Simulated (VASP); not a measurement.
VASP 6.6.1, PBE single-point calculation, TiO$_{2}$ (strained anatase)

INCAR

```
NELM = 120
LREAL = .FALSE.
SIGMA = 0.02
NBANDS = 33
GGA = PE
NSW = 0
ISMEAR = -1
EDIFF = 1E-7
IBRION = -1
ISIF = 2
LCHARG = .FALSE.
LWAVE = .FALSE.
PREC = Accurate
LASPH = .TRUE.
ENCUT = 520
```

KPOINTS

```
KPOINTS created by Atomic Simulation Environment
0
Gamma
10 10 10
0 0 0
```

KPOINTS_OPT

```
special points
11
Reciprocal
0.0000000000 0.0000000000 0.0000000000 1
0.0000000000 0.0000000000 0.5000000000 1
0.2500000000 0.2500000000 0.2500000000 1
0.0000000000 0.5000000000 0.0000000000 1
0.5000000000 0.5000000000 -0.5000000000 1
0.2888485976 0.7111514024 -0.2888485976 1
-0.2888485976 0.2888485976 0.2888485976 1
-0.0776971953 0.0776971953 0.5000000000 1
0.5000000000 0.5000000000 -0.0776971953 1
0.3000000000 0.3000000000 -0.3000000000 1
0.0000000000 0.0000000000 0.4218750000 1
```

POSCAR

```
Ti O
 1.0000000000000000
    -1.9455657748999999    1.9455657748999999    4.9354669616000004
     1.9455657748999999   -1.9455657748999999    4.9354669616000004
     1.9455657748999999    1.9455657748999999   -4.9354669616000004
 Ti  O
   2   4
Cartesian
  0.0000000000000001  1.9455657749000002  2.4677334808000015
 -0.0000000000000000 -0.0000000000000000 -0.0000000000000000
 -0.0000000000000000  1.9455657749000004  0.4576852568815405
  0.0000000000000001 -0.0000000000000001  7.8608856992815408
  0.0000000000000000 -0.0000000000000000  2.0100482239184601
 -0.0000000000000000  1.9455657749000004  4.4777817047184616
```

VASP ran with the recommended PBE PAW datasets (48 valence electrons in the cell).

Command

```
mpirun -np 1 vasp_std
```

OSZICAR

```
N       E                     dE             d eps       ncg     rms          rms(c)
DAV:   1     0.647793741159E+03    0.64779E+03   -0.24198E+04  6732   0.166E+03
DAV:   2     0.277575122338E+02   -0.62004E+03   -0.57691E+03  7378   0.496E+02
DAV:   3    -0.669740451944E+02   -0.94732E+02   -0.93110E+02  9296   0.186E+02
DAV:   4    -0.715902400603E+02   -0.46162E+01   -0.46067E+01 10166   0.401E+01
DAV:   5    -0.717936068177E+02   -0.20337E+00   -0.20333E+00  8692   0.624E+00    0.297E+01
DAV:   6    -0.543279451515E+02    0.17466E+02   -0.85544E+01  9279   0.860E+01    0.126E+01
DAV:   7    -0.541588505490E+02    0.16909E+00   -0.18145E+01  9094   0.362E+01    0.867E+00
DAV:   8    -0.540135445317E+02    0.14531E+00   -0.60817E-01  8547   0.542E+00    0.712E+00
DAV:   9    -0.539478834387E+02    0.65661E-01   -0.20823E+00  9422   0.154E+01    0.450E+00
DAV:  10    -0.537305761474E+02    0.21731E+00   -0.12121E+00  9088   0.964E+00    0.105E+00
DAV:  11    -0.537165538233E+02    0.14022E-01   -0.73359E-02 10181   0.229E+00    0.537E-01
DAV:  12    -0.537161737870E+02    0.38004E-03   -0.12616E-02  8950   0.125E+00    0.308E-01
DAV:  13    -0.537147742207E+02    0.13996E-02   -0.34991E-03  9668   0.512E-01    0.523E-02
DAV:  14    -0.537147807362E+02   -0.65155E-05   -0.20832E-04  9709   0.104E-01    0.345E-02
DAV:  15    -0.537147741686E+02    0.65676E-05   -0.61816E-05  9192   0.590E-02    0.392E-03
DAV:  16    -0.537147749662E+02   -0.79768E-06   -0.52065E-06  9221   0.142E-02    0.471E-03
DAV:  17    -0.537147749928E+02   -0.26549E-07   -0.46427E-07  9019   0.740E-03
   1 F= -.53714775E+02 E0= -.53714775E+02  d E =-.126645E-13
       N       E                     dE             ncg
DAV:   1     0.831407547104E+04   -0.14219E+05      726
DAV:   2     0.204249615547E+04   -0.62716E+04      819
DAV:   3     0.117487531778E+04   -0.86762E+03     1063
DAV:   4     0.111765001056E+04   -0.57225E+02     1044
DAV:   5     0.111506847429E+04   -0.25815E+01      973
DAV:   6     0.111502069724E+04   -0.47777E-01      973
DAV:   7     0.111501908247E+04   -0.16148E-02     1023
DAV:   8     0.111501906704E+04   -0.15430E-04      965
DAV:   9     0.111501906676E+04   -0.28139E-06      783
DAV:  10     0.111501906675E+04   -0.97016E-08      580
```

From OUTCAR

```
k-points           NKPTS =    102   k-points in BZ     NKDIM =    102   number of bands    NBANDS=     33

   NELECT =      48.0000    total number of electrons

   dimension x,y,z NGX =    42 NGY =   42 NGZ =   42
   dimension x,y,z NGXF=    84 NGYF=   84 NGZF=   84

  energy-cutoff  :      520.00
  volume of cell :       74.73
      direct lattice vectors                 reciprocal lattice vectors
    -1.945565775  1.945565775  4.935466962     0.000000000  0.256994652  0.101307537
     1.945565775 -1.945565775  4.935466962     0.256994652  0.000000000  0.101307537
     1.945565775  1.945565775 -4.935466962     0.256994652  0.256994652  0.000000000

 k-points in reciprocal lattice and weights: KPOINTS created by Atomic Simulation Env
   0.00000000  0.00000000  0.00000000       0.001
   0.10000000 -0.00000000  0.00000000       0.008
   0.20000000 -0.00000000  0.00000000       0.008
   0.30000000 -0.00000000  0.00000000       0.008
   0.40000000 -0.00000000  0.00000000       0.008
   0.50000000 -0.00000000  0.00000000       0.004
   0.10000000  0.10000000  0.00000000       0.008
   0.20000000  0.10000000  0.00000000       0.016
   ...

 E-fermi :   3.0618

 k-point     1 :       0.0000    0.0000    0.0000
  band No.  band energies     occupation
      1     -54.1054      2.00000
      2     -54.0665      2.00000
      3     -30.4638      2.00000
      4     -30.2869      2.00000
      5     -30.2869      2.00000
      6     -30.2370      2.00000
      7     -30.2370      2.00000
      8     -30.1810      2.00000
      9     -14.7642      2.00000
     10     -13.7781      2.00000
     11     -13.7483      2.00000
     12     -13.3344      2.00000
     13      -1.1853      2.00000
     14      -1.1853      2.00000
     15      -1.1575      2.00000
     16      -0.5557      2.00000
     17       0.5826      2.00000
     18       0.6733      2.00000
     19       0.6733      2.00000
     20       1.8068      2.00000
     21       1.8082      2.00000
     22       1.8082      2.00000
     23       2.2185      2.00000
     24       2.2185      2.00000
     25       4.5517      0.00000
     26       5.1534      0.00000
     27       6.3046      0.00000
     28       6.3046      0.00000
     29       6.3174      0.00000
     30       6.3174      0.00000
     31       7.0120      0.00000
     32       7.2427      0.00000
     33       7.2621      0.00000

 k-point     2 :       0.1000   -0.0000    0.0000
  band No.  band energies     occupation
      1     -54.1045      2.00000
      2     -54.0671      2.00000
      3     -30.4616      2.00000
      4     -30.2956      2.00000
      5     -30.2876      2.00000
      6     -30.2404      2.00000
      7     -30.2360      2.00000
      8     -30.1814      2.00000
      9     -14.7198      2.00000
     10     -13.7703      2.00000
     11     -13.7257      2.00000
     12     -13.3319      2.00000
     13      -1.3144      2.00000
     14      -1.1774      2.00000
     15      -1.1496      2.00000
     16      -0.5653      2.00000
     17       0.6446      2.00000
     18       0.6603      2.00000
     19       0.6654      2.00000
     20       1.5941      2.00000
     21       1.7798      2.00000
     22       1.8256      2.00000
     23       2.0660      2.00000
     24       2.2207      2.00000
     25       4.7499      0.00000
     26       5.1861      0.00000
     27       6.0178      0.00000
     28       6.1207      0.00000
     29       6.2633      0.00000
     30       6.3823      0.00000
     31       7.1881      0.00000
     32       7.3239      0.00000
     33       7.5317      0.00000

 k-point     3 :       0.2000   -0.0000    0.0000
  band No.  band energies     occupation
      1     -54.1022      2.00000
      2     -54.0688      2.00000
      3     -30.4556      2.00000
      4     -30.3175      2.00000
      5     -30.2893      2.00000
      6     -30.2484      2.00000
      7     -30.2333      2.00000
      8     -30.1840      2.00000
      9     -14.6026      2.00000
     10     -13.7375      2.00000
     11     -13.6746      2.00000
     12     -13.3275      2.00000
     13      -1.5671      2.00000
     14      -1.1554      2.00000
     15      -1.1198      2.00000
     16      -0.5838      2.00000
     17       0.4751      2.00000
     18       0.6474      2.00000
     19       0.7755      2.00000
     20       1.1452      2.00000
     21       1.5966      2.00000
     22       1.8585      2.00000
     23       1.8608      2.00000
     24       2.1813      2.00000
     25       5.1414      0.00000
     26       5.3154      0.00000
     27       5.6779      0.00000
     28       5.9058      0.00000
     29       6.2144      0.00000
     30       6.4921      0.00000
     31       7.2165      0.00000
     32       7.6274      0.00000
     33       7.9137      0.00000

 k-point     4 :       0.3000   -0.0000    0.0000
  band No.  band energies     occupation
      1     -54.0989      2.00000
      2     -54.0712      2.00000
      3     -30.4480      2.00000
      4     -30.3440      2.00000
      5     -30.2911      2.00000
      6     -30.2564      2.00000
      7     -30.2303      2.00000
      8     -30.1898      2.00000
      9     -14.4573      2.00000
     10     -13.6730      2.00000
     11     -13.6204      2.00000
     12     -13.3335      2.00000
     13      -1.7405      2.00000
     14      -1.1251      2.00000
     15      -1.0581      2.00000
     16      -0.6406      2.00000
     17       0.0000      2.00000
     18       0.6347      2.00000
     19       0.8017      2.00000
     20       0.8754      2.00000
     21       1.2577      2.00000
     22       1.7972      2.00000
     23       1.8637      2.00000
     24       2.0785      2.00000
     25       5.3233      0.00000
     26       5.5876      0.00000
     27       5.6660      0.00000
     28       5.8267      0.00000
     29       6.1944      0.00000
     30       6.6078      0.00000
     31       7.2465      0.00000
     32       7.8259      0.00000
     33       8.1852      0.00000

 k-point     5 :       0.4000   -0.0000    0.0000
  band No.  band energies     occupation
      1     -54.0957      2.00000
      2     -54.0737      2.00000
      3     -30.4410      2.00000
      4     -30.3663      2.00000
      5     -30.2924      2.00000
      6     -30.2607      2.00000
      7     -30.2280      2.00000
      8     -30.1965      2.00000
      9     -14.3430      2.00000
     10     -13.5986      2.00000
     11     -13.5606      2.00000
     12     -13.3701      2.00000
     13      -1.7156      2.00000
     14      -1.0974      2.00000
     15      -1.0286      2.00000
     16      -0.8627      2.00000
     17      -0.3914      2.00000
     18       0.6483      2.00000
     19       0.7363      2.00000
     20       0.7956      2.00000
     21       0.9793      2.00000
     22       1.7700      2.00000
     23       1.8291      2.00000
     24       1.9801      2.00000
     25       5.4330      0.00000
     26       5.6798      0.00000
     27       5.8119      0.00000
     28       5.8263      0.00000
     29       6.3273      0.00000
     30       6.6722      0.00000
     31       7.3017      0.00000
     32       7.9171      0.00000
     33       8.3951      0.00000

 k-point     6 :       0.5000   -0.0000    0.0000
  band No.  band energies     occupation
      1     -54.0943      2.00000
      2     -54.0749      2.00000
      3     -30.4378      2.00000
      4     -30.3754      2.00000
      5     -30.2929      2.00000
      6     -30.2616      2.00000
      7     -30.2271      2.00000
      8     -30.1997      2.00000
      9     -14.3012      2.00000
     10     -13.5812      2.00000
     11     -13.4747      2.00000
     12     -13.4336      2.00000
     13      -1.5320      2.00000
     14      -1.3230      2.00000
     15      -1.0858      2.00000
     16      -0.8719      2.00000
     17      -0.4772      2.00000
     18       0.6786      2.00000
     19       0.7205      2.00000
     20       0.7470      2.00000
     21       0.8530      2.00000
     22       1.7612      2.00000
     23       1.8055      2.00000
     24       1.9488      2.00000
     25       5.4838      0.00000
     26       5.7695      0.00000
     27       5.7841      0.00000
     28       5.8238      0.00000
     29       6.4510      0.00000
     30       6.6720      0.00000
     31       7.3330      0.00000
     32       7.9390      0.00000
     33       8.5607      0.00000

 ...

  Total       -5.1201835     -5.1201835     -3.4743319      0.0000000     -0.0000000      0.0000000
  in kB     -109.7781811   -109.7781811    -74.4906579      0.0000000     -0.0000000      0.0000000
  external PRESSURE =     -98.0156734 kB  Pullay stress =       0.0000000 kB

 POSITION                                       TOTAL-FORCE (eV/Angst)
 -----------------------------------------------------------------------------------
      0.00000      1.94557      2.46773        -0.000000     -0.000000      0.000000
      0.00000      0.00000      0.00000        -0.000000     -0.000000      0.000000
      0.00000      1.94557      0.45769        -0.000000      0.000000     -0.107457
      0.00000      0.00000      7.86089         0.000000     -0.000000     -0.107457
      0.00000      0.00000      2.01005         0.000000     -0.000000      0.107457
     -0.00000      1.94557      4.47778        -0.000000      0.000000      0.107457
 -----------------------------------------------------------------------------------
    total drift:                                0.000000      0.000000     -0.000000

  FREE ENERGIE OF THE ION-ELECTRON SYSTEM (eV)
  ---------------------------------------------------
  free  energy   TOTEN  =       -53.7147749928 eV

  energy  without entropy=      -53.7147749928  energy(sigma->0) =      -53.71477499
```

```yaml
gap_between_bands_v_and_c: 2.04 eV
least_direct_gap: 2.24 eV
pressure: -9.8 GPa
largest_force: 0.11 eV/Å
```

Band v is the last that the valence electrons fill when counted band by band, and c is the next.

The run took about 7.1 min on one core of a shared host (Intel Xeon Platinum 8488C) and held 0.49 GiB at most.
